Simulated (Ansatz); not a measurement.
BP:

```
P B
1.0
     0.00000    2.26900    2.26900
     2.26900    0.00000    2.26900
     2.26900    2.26900    0.00000
P B
1 1
Direct
  0.75000 0.75000 0.75000
  0.00000 0.00000 0.00000
```

```yaml
Program: Ansatz 0.2.0
Task: single point
Functional: PBE
Potentials_or_basis: all-electron LAPW, scalar-relativistic
Cutoff: 281 eV (chosen from the basis error)
Basis_error_allowed: 0.001 eV/atom
k_mesh: 10 × 10 × 10
Occupations: fermi-dirac, width 0.05 eV
Spin: no spin polarisation
```

On this cell: pressure 1.1 GPa; largest force zero by symmetry; band gap on the k mesh 1.25 eV, indirect (least direct gap 3.41 eV).

The same run follows on a disturbed copy (atoms moved at random, drawn with an rms of 0.05 Å):

```
P B
1.0
     0.00000    2.26900    2.26900
     2.26900    0.00000    2.26900
     2.26900    2.26900    0.00000
P B
1 1
Direct
  0.75465 0.75555 0.74339
  0.99030 0.00905 0.99753
```

Task: What does the disturbed cell give?

Result: The energy moves by +6.6 meV/atom; pressure 1.2 GPa; largest force 0.682 eV/Å; band gap on the k mesh 0.90 eV, indirect (least direct gap 2.84 eV).

Forces in eV/Å, atoms in the order of the input:
```
P    0.299 -0.419 -0.448
B   -0.299  0.419  0.448
```

Stress tensor (GPa, compression positive):
```
 1.23  1.16  1.09
 1.16  1.20 -0.76
 1.09 -0.76  1.20
```

A k mesh can miss the band edges.
